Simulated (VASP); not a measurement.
# Si (Fd-3m) in VASP: settings compared, part 2 of 2

VASP 6.6.1. The steps go on from the part before.

### 3 Single point, HSE(alpha, omega)

Input file POSCAR:

```
Si
1.0
    0.0000000000      2.7218511865      2.7218511865
    2.7218511865      0.0000000000      2.7218511865
    2.7218511865      2.7218511865      0.0000000000
Si
2
Direct
    0.5000000000      0.5000000000      0.5000000000
    0.7500000000      0.7500000000      0.7500000000
```

Input file INCAR.step1:

```
SYSTEM = Si
PREC = Accurate
ENCUT = 520
EDIFF = 1E-5
ISMEAR = -1
SIGMA = 0.05
LREAL = .False.
LASPH = .True.
NELM = 100
ALGO = Normal
ISIF = 2
LWAVE = .True.
NBANDS = 11
GGA = PE
```

Input file INCAR.step2:

```
SYSTEM = Si
PREC = Accurate
ENCUT = 520
EDIFF = 1E-7
ISMEAR = -1
SIGMA = 0.05
LREAL = .False.
LASPH = .True.
NELM = 100
ALGO = Normal
ISIF = 2
LWAVE = .False.
LCHARG = .False.
GGA = PE
LHFCALC = .True.
HFSCREEN = 0.2
AEXX = 0.15
PRECFOCK = Fast
NBANDS = 11
ISTART = 1
```

Input file KPOINTS:

```
regular mesh
0
Gamma
  4 4 4
  0 0 0
```

Potentials or basis: VASP PAW PBE potentials, release 64 (Si).

Command:

```bash
$ cat potpaw_PBE.64/Si/POTCAR > POTCAR
$ cp INCAR.step1 INCAR
$ mpirun -np 1 vasp_std > vasp.out
$ cp INCAR.step2 INCAR
$ mpirun -np 1 vasp_std > vasp.out
```

Wall time 43 s (1 thread of Intel Xeon Platinum 8375C at 2.90GHz (Ice Lake), shared host); peak memory 0.25 GiB.

The run converged. Its results:

* Free energy: -11.7054 eV
* Pressure: 0.8 GPa
* Band gap on the k mesh: 1.09 eV, indirect (least direct gap 3.03 eV)

Levels at points of the mesh, in eV from the valence-band top:
```csv
k point,band 2,band 3,band 4,band 5,band 6,band 7
"(0.00, 0.00, 0.00)",0.00,0.00,0.00,3.03,3.03,3.03
"(0.50, 0.00, 0.00)",-7.38,-1.26,-1.26,1.96,3.83,3.83
"(0.50, 0.50, 0.00)",-8.30,-3.00,-3.00,1.09,1.09,10.89
```

Caveat: the k mesh is coarse (spacing up to 0.50 Å⁻¹), so the values aren't converged, least of all with exact exchange; the PAW data sets were made with another functional, which shifts forces and pressure a little. A k mesh can miss the band edges.

### 4 Single point, HSE(alpha, omega)

POSCAR is that of step 3.

INCAR.step1 is that of step 3.

Edit INCAR.step2 of step 3 so:

```diff
@@ -16,3 +16,3 @@
 HFSCREEN = 0.2
-AEXX = 0.15
+AEXX = 0.2
 PRECFOCK = Fast
```

KPOINTS is that of step 3.

Command:

```bash
$ cat potpaw_PBE.64/Si/POTCAR > POTCAR
$ cp INCAR.step1 INCAR
$ mpirun -np 1 vasp_std > vasp.out
$ cp INCAR.step2 INCAR
$ mpirun -np 1 vasp_std > vasp.out
```

Run time: 48 s. Hardware: 1 thread of Intel Xeon Platinum 8375C at 2.90GHz (Ice Lake), shared host; peak memory 0.25 GiB.

The run converged. Its results:

```
Free energy            : -12.0605 eV
Pressure               : 0.4 GPa
Band gap on the k mesh : 1.22 eV, indirect (least direct gap 3.20 eV)
```

Levels at points of the mesh, in eV from the valence-band top:
| k point | band 1 | band 2 | band 3 | band 4 | band 5 | band 6 | band 7 | band 8 |
| --- | --- | --- | --- | --- | --- | --- | --- | --- |
| (0.00, 0.00, 0.00) | -12.96 | 0.00 | 0.00 | 0.00 | 3.20 | 3.20 | 3.20 | 4.10 |
| (0.50, 0.00, 0.00) | -10.44 | -7.52 | -1.28 | -1.28 | 2.12 | 4.00 | 4.00 | 8.46 |
| (0.50, 0.50, 0.00) | -8.46 | -8.46 | -3.06 | -3.06 | 1.22 | 1.22 | 11.18 | 11.18 |

Caveat: the k mesh is coarse (spacing up to 0.50 Å⁻¹), so the values aren't converged, least of all with exact exchange; the PAW data sets were made with another functional, which shifts forces and pressure a little. A k mesh can miss the band edges.

### 5 Single point, HSE(alpha, omega)

POSCAR is that of step 4.

INCAR.step1 is that of step 4.

Edit INCAR.step2 of step 4 so:

```diff
@@ -16,3 +16,3 @@
 HFSCREEN = 0.2
-AEXX = 0.2
+AEXX = 0.25
 PRECFOCK = Fast
```

KPOINTS is that of step 4.

Command:

```bash
$ cat potpaw_PBE.64/Si/POTCAR > POTCAR
$ cp INCAR.step1 INCAR
$ mpirun -np 1 vasp_std > vasp.out
$ cp INCAR.step2 INCAR
$ mpirun -np 1 vasp_std > vasp.out
```

It took 51 s on 1 thread of Intel Xeon Platinum 8375C at 2.90GHz (Ice Lake), shared host; peak memory 0.25 GiB.

It converged, with:

```
Free energy            : -12.4188 eV
Pressure               : 0.0 GPa
Band gap on the k mesh : 1.36 eV, indirect (least direct gap 3.37 eV)
```

Levels at points of the mesh, in eV from the valence-band top:
```csv
k point,band 1,band 2,band 3,band 4,band 5,band 6,band 7,band 8,band 9
"(0.00, 0.00, 0.00)",-13.21,0.00,0.00,0.00,3.37,3.37,3.37,4.31,8.81
"(0.50, 0.00, 0.00)",-10.64,-7.65,-1.30,-1.30,2.28,4.18,4.18,8.65,11.82
"(0.50, 0.50, 0.00)",-8.62,-8.62,-3.11,-3.11,1.36,1.36,11.47,11.47,12.25
```

Caveat: the k mesh is coarse (spacing up to 0.50 Å⁻¹), so the values aren't converged, least of all with exact exchange; the PAW data sets were made with another functional, which shifts forces and pressure a little. A k mesh can miss the band edges.

### 6 Single point, HSE(alpha, omega)

POSCAR is that of step 5.

INCAR.step1 is that of step 5.

Edit INCAR.step2 of step 5 so:

```diff
@@ -16,3 +16,3 @@
 HFSCREEN = 0.2
-AEXX = 0.25
+AEXX = 0.3
 PRECFOCK = Fast
```

KPOINTS is that of step 5.

Potentials or basis: VASP PAW PBE potentials, release 64 (Si).

Command:

```bash
$ cat potpaw_PBE.64/Si/POTCAR > POTCAR
$ cp INCAR.step1 INCAR
$ mpirun -np 1 vasp_std > vasp.out
$ cp INCAR.step2 INCAR
$ mpirun -np 1 vasp_std > vasp.out
```

OUTCAR:

```text
SYSTEM = Si
   PREC = Accurate
   ENCUT = 520
   EDIFF = 1E-7
   ISMEAR = -1
   LREAL = .False.
   LASPH = .True.
   NELM = 100
   ISIF = 2
   GGA = PE
   LHFCALC = .True.
   HFSCREEN = 0.2
   AEXX = 0.3
   PRECFOCK = Fast
   ISTART = 1

 ion  position               nearest neighbor table
   1  0.500  0.500  0.500-   2 2.36   2 2.36   2 2.36   2 2.36
   2  0.750  0.750  0.750-   1 2.36   1 2.36   1 2.36   1 2.36

  LATTYP: Found a face centered cubic cell.
 ALAT       =     5.4437023730

[... 292 lines left out ...]

------------------------ aborting loop because EDIFF is reached ----------------------------------------

  FORCE on cell =-STRESS in cart. coord.  units (eV):
  Direction    XX          YY          ZZ          XY          YZ          ZX
  --------------------------------------------------------------------------------------
  -------------------------------------------------------------------------------------
  Total       -0.0827895     -0.0827895     -0.0827895      0.0000000     -0.0000000      0.0000000
  in kB       -3.2889924     -3.2889924     -3.2889924      0.0000000     -0.0000000      0.0000000
  external PRESSURE =      -3.2889924 kB  Pullay stress =       0.0000000 kB

 VOLUME and BASIS-vectors are now :
 -----------------------------------------------------------------------------
  energy-cutoff  :      520.00
  volume of cell :       40.33
      direct lattice vectors                 reciprocal lattice vectors
     0.000000000  2.721851186  2.721851186    -0.183698507  0.183698507  0.183698507
     2.721851186  0.000000000  2.721851186     0.183698507 -0.183698507  0.183698507
     2.721851186  2.721851186  0.000000000     0.183698507  0.183698507 -0.183698507

 POSITION                                       TOTAL-FORCE (eV/Angst)
 -----------------------------------------------------------------------------------
      2.72185      2.72185      2.72185         0.000000      0.000000      0.000000
      4.08278      4.08278      4.08278        -0.000000     -0.000000     -0.000000
 -----------------------------------------------------------------------------------
    total drift:                               -0.000000      0.000000      0.000000

  FREE ENERGIE OF THE ION-ELECTRON SYSTEM (eV)
  ---------------------------------------------------
  free  energy   TOTEN  =       -12.7804555534 eV

  energy  without entropy=      -12.7804554856  energy(sigma->0) =      -12.78045552
```

OUTCAR.step1:

```text
SYSTEM = Si
   PREC = Accurate
   ENCUT = 520
   EDIFF = 1E-5
   ISMEAR = -1
   LREAL = .False.
[... 318 lines left out ...]
      2.72185      2.72185      2.72185         0.000000      0.000000      0.000000
      4.08278      4.08278      4.08278        -0.000000     -0.000000     -0.000000
 -----------------------------------------------------------------------------------
    total drift:                                0.000000     -0.000000     -0.000000

  FREE ENERGIE OF THE ION-ELECTRON SYSTEM (eV)
  ---------------------------------------------------
  free  energy   TOTEN  =       -10.6609206906 eV

  energy  without entropy=      -10.6608302752  energy(sigma->0) =      -10.66087548
```

Wall time 53 s (1 thread of Intel Xeon Platinum 8375C at 2.90GHz (Ice Lake), shared host); peak memory 0.25 GiB.

Results:

| Quantity | Value |
| --- | --- |
| Free energy | -12.7805 eV |
| Pressure | -0.3 GPa |
| Band gap on the k mesh | 1.50 eV, indirect (least direct gap 3.54 eV) |

Caveat: the k mesh is coarse (spacing up to 0.50 Å⁻¹), so the values aren't converged, least of all with exact exchange; the PAW data sets were made with another functional, which shifts forces and pressure a little. A k mesh can miss the band edges.

### 7 The runs side by side

| share of exact exchange | gap on the mesh (eV) | pressure (GPa) |
| --- | --- | --- |
| 0.1 | 0.96 | 1.1 |
| 0.15 | 1.09 | 0.8 |
| 0.2 | 1.22 | 0.4 |
| 0.25 | 1.36 | 0.0 |
| 0.3 | 1.50 | -0.3 |

Alike in all rows: task single point; level HSE(alpha, omega); potentials or basis VASP PAW PBE potentials, release 64 (Si); no spin polarisation; cell as given; k mesh 4 × 4 × 4; cutoff (eV) 520; smearing fermi-dirac 0.05 eV; the mesh is coarse, so values aren't converged.

Caveats: all runs use coarse meshes; the PAW data sets were made with another functional, which shifts forces and pressure a little.

Absolute energies hang on the potentials; compare differences alone.
